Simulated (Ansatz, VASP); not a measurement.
# InSe: VASP beside Ansatz

```xyz
4
Lattice="0.0000 3.9177 3.9177 3.9177 0.0000 3.9177 3.9177 3.9177 0.0000" Properties=species:S:1:pos:R:3 pbc="T T T"
In    5.8765    5.8765    5.8765
In    3.9177    3.9177    3.9177
Se    1.9588    1.9588    1.9588
Se    0.0000    0.0000    0.0000
```

Alike in both runs: task single point; functional PBE; k mesh 4 × 4 × 4; occupations gaussian, width 0.1 eV; no spin polarisation.

|  | VASP | Ansatz |
| --- | --- | --- |
| version | VASP 6.6.1 | Ansatz 0.2.0 |
| potentials or method | VASP PAW PBE potentials, release 64 (In_d, Se) | scalar-relativistic, plane waves, PAW |
| plane-wave cutoff (eV) | 520 | 420 |
| valence electrons in the cell | 38 | 58 |

```csv
,VASP,Ansatz,Ansatz less VASP
gap on the k mesh at the Fermi level (eV),none,none,-
pressure (GPa),-4.5,-4.6,-0.02
```

A gap of «none» marks a metal or a gap that the smearing closes. The two sets of potentials don't hold the same shells in valence.
